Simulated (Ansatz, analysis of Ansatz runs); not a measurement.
# Does Ge_Ti go to the (001) surface of TiO2?, part 2 of 2

How does the energy of Ge_Ti change with depth under the (001) face of TiO2? Model: a cell of 108 host atoms with 1 Ti taken out and 1 Ge put in, a symmetric slab with vacuum.

Ansatz 0.2.0; plane-wave PAW DFT, PBEsol; a slab with vacuum, neutral defects.

So far. Step 2 (The clean slab): On a dense mesh the slab's energy differs by under 1 meV an atom, so the sampling is kept; the layers are compared at one sampling, where most of this error should cancel, which was not tested. Step 3 (Does the supercell reconstruct?): Atoms end at most 0.00 Å from the small cell's positions, so the small cell's structure is at least a local minimum.

## (4) The defect, layer by layer (continued)

Level of this step: plane-wave PAW DFT, PBEsol, periodic cell with vacuum; relaxation of a neutral defect in a slab; PAW set soft_1 (Ansatz).

The steps of the relaxation:

```
step  energy less that of the first step (eV)  largest force component (eV/Å)
   1                                   0.0000                          1.9898
   2                                  -1.7158                          1.0284
   3                                  -2.0656                          1.1061
   4                                  -2.3282                          0.4169
   5                                  -2.3524                          0.4608
   6                                  -2.4031                          0.2821
   7                                  -2.4403                          0.1893
   8                                  -2.4800                          0.2592
   9                                  -2.5404                          0.2636
  10                                  -2.6052                          0.5496
  11                                  -2.6605                          0.1389
  12                                  -2.6951                          0.1313
  13                                  -2.6810                          0.6844
  14                                  -2.7050                          0.1701
  15                                  -2.7059                          0.2134
  16                                  -2.7071                          0.1436
  17                                  -2.7076                          0.0505
  18                                  -2.7054                          0.1575
  19                                  -2.7083                          0.0150
```

Relaxation steps 13, 18 were tried and not accepted.

The atoms that moved most (Å, from the sites as typed, ahead of the random displacement, the mean shift of all atoms taken out):

```
atom      dx      dy      dz  length
 O43  -0.001  -1.084   0.847   1.375
Ti61  -0.001  -0.540   0.200   0.575
Ti37  -0.001   0.385  -0.183   0.427
 O55  -0.001   0.365  -0.048   0.368
 O67   0.000  -0.212   0.260   0.335
 O48  -0.001   0.293  -0.097   0.309
 O81  -0.130   0.011   0.019   0.132
 O45   0.129   0.010   0.019   0.130
```

Neighbours of Ge49 at the end:

```
atom  distance (Å)
 O67         1.734
 O55         1.812
 O60         1.855
 O93         1.914
 O57         1.914
Ti52         2.980
Ti88         2.980
Ti61         3.306
Ti37         3.347
```

All relaxations:

```
layer  depth (Å)  moment (μB)    outcome  structures computed  largest displacement from the input (Å)  time
    1       0.55            0  converged                   19                                     1.38  31 s
    2       2.85            0  converged                    7                                     0.12  12 s
```

The relaxation ends 25 meV an atom lower than the displaced start, with a largest force component of 0.015 eV/Å.

## (5) Energies and states

Single points on the relaxed structures give the energies, all at one sampling, and show where the defect's states lie.

The input, layer2_M0.point.pbesol/input.yaml:

```yaml
crystal:
  lattice:
    - [11.34762, 0.0, 0.0]
    - [0.0, 11.34762, 0.0]
    - [0.0, 0.0, 21.0]
  atoms:
    - { symbol: Ti, position: [0.33243939, 0.34255019, 0.66664986] }
    - { symbol: Ti, position: [0.33381302, 0.17377991, 0.33374117] }
[... 21 atom lines left out ...]
    - { symbol: O, position: [0.33388872, 0.67562416, 0.57280154] }
[... 27 atom lines left out ...]
    - { symbol: Ge, position: [0.49940213, 0.66872151, 0.55567441] }
[... 4 atom lines left out ...]
    - { symbol: O, position: [0.49937298, 0.65890074, 0.64457472] }
    - { symbol: O, position: [0.49940376, 0.50508107, 0.53754466] }
    - { symbol: O, position: [0.49944475, 0.67155521, 0.46606412] }
    - { symbol: O, position: [0.66489618, 0.67559778, 0.57278577] }
[... 47 atom lines left out ...]
    - { symbol: O, position: [0.9993888, 1.0128125, 0.57519189] }
basis:
  ecutwfc: 420
  xc_grid: 2
hamiltonian:
  xc: pbesol
  pseudopotentials: { kind: paw, azcp: { folder: soft_1 }, xc_functional: pbe }
kpoints:
  mp_grid: { grid: [2, 2, 1] }
scf:
  occupations: { method: fermi_dirac, width: 0.01 }
  max_iter: 80
output:
  forces: true
  eigenvalues: true
  eigenstates: { localisation: true }
  populations: true
checkpoint:
  write: "../layer2_M0.point.pbesol.run"
  compress: false
  write_wavefunctions: false
  write_every: 100000
```

The run is started by

```sh
> ansatz run input.yaml --threads 32 --pin off --max-ram 84787MiB --backend cuda --events-out ev --progress --plain --runs-dir out --max-vram 78GiB
```

Output:

```text
[...]
Crystal: 108 atoms, lattice volume = 2704.138 Å³
Basis set: ecut = 420 eV, 52739 PW (Γ), exchange–correlation on 160×160×288 points (8 copies of the dense FFT grid, shifted against one another)
Bands: 541, of which v1, the nominal top of the filled ones, is band 433 counted from 1 (432 counted from 0)
[...]
SCF iter   2: F=—  HF=-131413.132720 eV  |F-HF|=—  |Δ(HF+E_count)|=    9.93e1  Δρ=1.42e-1  dr2=5.26e2  ethr=3.10e-3  ⟨swp⟩=4.8  Hψ=5488  notcnv=0  defer=392
[...]
SCF iter  15: F=—  HF=-131352.843975 eV  |F-HF|=—  |Δ(HF+E_count)|=   9.00e-7  Δρ=3.52e-6  dr2=3.29e-7  ethr=3.30e-10  ⟨swp⟩=2.0  Hψ=2712  notcnv=0  defer=397
SCF iter  16: F=-131352.843975 eV  HF=-131352.843975 eV  |F-HF|=3.52e-8  |Δ(HF+E_count)|=   9.78e-8  Δρ=1.81e-6  dr2=9.66e-8  ethr=1.15e-11  ⟨swp⟩=13.8  Hψ=12036  notcnv=0
SCF 1 converged in 16 iterations: F = -131352.843975 eV  dr2 = 9.66e-8
[...]
SCF converged after 16 iterations
[...]
--- Löwdin populations: 108 sites ---
[...]
spilling = 0.003503 (of n_electrons = 866.000000)
[...]
```

The job ended after 5.9 s (1 × NVIDIA GB200 with 32 threads of Arm Neoverse V2, shared host; peak memory 5.3 GiB).

In the SCF lines HF is the Harris–Foulkes energy and dr2 the Hartree energy of the density residual, in eV; the loop may stop once dr2 is under the threshold and the program's other checks hold. Hψ counts applications of the Hamiltonian.

States next to the filling edge at the first k-point, on the run's own zero (eigenstates.tsv). The participation number counts the atoms that a state is spread over, of 108; bands count from 0.

```
spin  band  energy (eV)  occupation  participation  largest share on  share
both   427       -0.443        2.00           21.9              O102   0.12
both   428       -0.434        2.00           13.1                O6   0.15
both   429       -0.432        2.00           16.5               O90   0.14
both   430       -0.420        2.00           22.0               O91   0.12
both   431       -0.393        2.00           13.6              O103   0.18
both   432       -0.355        2.00            8.1               O57   0.20
both   433        1.826        0.00           21.9              Ti99   0.07
both   434        2.130        0.00           19.3               Ti4   0.09
both   435        2.393        0.00           16.9              Ti51   0.12
both   436        2.412        0.00           29.7              Ti88   0.06
both   437        2.472        0.00           24.0              Ti37   0.08
```

Under PBEsol, periodic cell with vacuum at the first k-point of a 2×2×1 Γ-centred mesh, the highest filled state is spread over 8 of 108 atoms, and the lowest empty one, 2.18 eV above it, is spread over 22 of 108 atoms.

Against the clean slab and Ti (hcp) and Ge (diamond):

```
layer  depth (Å)  total moment (μB)  formation energy (eV)  against the deepest layer (eV)
    1       0.55                  0                   4.61                            0.06
    2       2.85                  0                   4.55                            0.00
```

## (6) Results

```
highest less deepest of the layers obtained (PBEsol)   : 0.06 eV
layer of the lowest energy (PBEsol), structures unlike : 2
```

In words: Under PBEsol Ge_Ti is 0.06 eV higher in layer 1 than in layer 2, 2.9 Å down. But host atoms moved by over 1.2 Å in layer 1 at 0 μB (1.4 Å): the surface or the defect's shell rebuilt itself there, so the layers are not compared like for like and these differences are no segregation energies. The clean slab's gap at this sampling is 2.01 eV. Limits: neutral states alone; one site a layer, which need not be the same crystallographic site in every layer, at most four layers; one defect on one side of the slab, 11.3 Å from its images and with no dipole correction; the deepest layer of so thin a slab is not yet bulk, and the thickness was not varied; the in-plane lattice is the database's, not relaxed here; no adsorbates, no temperature.

[Logs are printed without paths, hosts, clocks, repeated set-up lines and the standing remarks that a program may print on its own settings, such as how far it seeks lower states.]

[Hosts, paths, dates, database ids (printed as entryN), source tags and the programs' standing remarks are cut or masked in the printed files.]

[Maps of the electrostatic potential energy from Ansatz leave out the sawtooth potential of an applied field or a dipole correction, so their vacuum need not be flat.]
